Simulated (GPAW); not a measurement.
Slab: MoS2, a slab with vacuum.

```xyz
3
Lattice="3.1841 0.0000 0.0000 -1.5921 2.7575 0.0000 0.0000 0.0000 17.3346" Properties=species:S:1:pos:R:3 pbc="T T T"
Mo    0.0000    0.0000    0.0000
S     0.0000    1.8384   15.7833
S     0.0000    1.8384    1.5513
```

Program: GPAW 26.7.0. Alike in all runs: no spin polarisation; cell as given; k mesh 8 × 8 × 2. Hardware: 1 thread of Arm Neoverse V2, with other jobs on the host.

Order these runs on this cell by their wall time, lowest first.
A. task dielectric tensor; level LDA; potentials or basis the program's PAW data sets (release 1.2.1) made for this functional, pw; cutoff (eV) 450; smearing fermi-dirac 0.001 eV; maxiter 150; response ecut 80 eV; response k mesh 24 × 24 × 4; response bands 43
B. task single point; level LDA; potentials or basis the program's PAW data sets (release 1.2.1) made for this functional, pw; cutoff (eV) 450; smearing fermi-dirac 0.05 eV; maxiter 120; convergence default
C. task single point; level r2SCAN; potentials or basis GPAW PAW data sets (gpaw-data 1.2.1), pw; cutoff (eV) 500; smearing fermi-dirac 0.05 eV; maxiter 120; convergence default

B (22 s), C (110 s), A (840 s).

Caveats: the long-wavelength limit can be off by several per cent where d states take part (some runs).
